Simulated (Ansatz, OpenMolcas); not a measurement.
How methods differ on C5H8O2 (methyl methacrylate)

C5H8O2 has 15 atoms, charge 0, and is taken as a singlet. As SMILES, `C=C(C)C(=O)OC`. Geometry: relaxed at PBE0-D4/def2-TZVP. This is one conformer, not always the lowest.

```xyz
15

C    -2.1155    0.7661    0.4912
C    -0.9803    0.0741    0.4729
C    -0.7039   -1.1020    1.3514
C     0.0660    0.5189   -0.4919
O    -0.0314    1.4463   -1.2528
O     1.1614   -0.2515   -0.4164
C     2.2122    0.1049   -1.3058
H    -2.9231    0.5038    1.1647
H    -2.2510    1.6101   -0.1739
H    -0.4923   -1.9953    0.7590
H     0.1747   -0.9285    1.9774
H    -1.5584   -1.3054    1.9973
H     1.8767    0.0400   -2.3418
H     3.0147   -0.6054   -1.1194
H     2.5502    1.1239   -1.1119
```

Each level gives the energy change with the C2–C3 bond stretched from 1.494 to 1.718 Å (eV). The values are calculated.

| level | kind | program | value (eV) | CPU time (all runs) |
| --- | --- | --- | --- | --- |
| HF/6-31G* (spherical functions) (restricted) | Hartree–Fock | OpenMolcas | 0.53 | 40 s |
| SVWN5/6-31G* (spherical functions) (restricted) | LDA | Ansatz | 0.56 | 19 s |
| M06-L/6-31G* (spherical functions) (restricted) | meta-GGA | OpenMolcas | 0.53 | 4.3 min |
| B3LYP/6-31G* (spherical functions) (restricted) | global hybrid | OpenMolcas | 0.45 | 3 min |
| PBE0/6-31G* (spherical functions) (restricted) | global hybrid | OpenMolcas | 0.52 | 2.9 min |
| r2SCAN0/6-31G* (spherical functions) (restricted) | hybrid meta-GGA | Ansatz | 0.55 | 59 s |
| wB97X/6-31G* (spherical functions) (restricted) | range-separated hybrid | Ansatz | 0.51 | 1.8 min |
| B2PLYP/6-31G* (spherical functions) (restricted) | double hybrid | Ansatz | 0.48 | 45 s |
| RPA@PBE0/6-31G* (spherical functions) (restricted) | RPA | Ansatz | 0.47 | 61 s |
| CCSD/6-31G* (spherical functions) (restricted) | coupled cluster or CI | Ansatz | 0.49 | 2.5 min |

The first shape isn't each level's own minimum. The values span 0.45 to 0.56 eV. CPU times are rough (shared hosts, several kinds of processor and program).
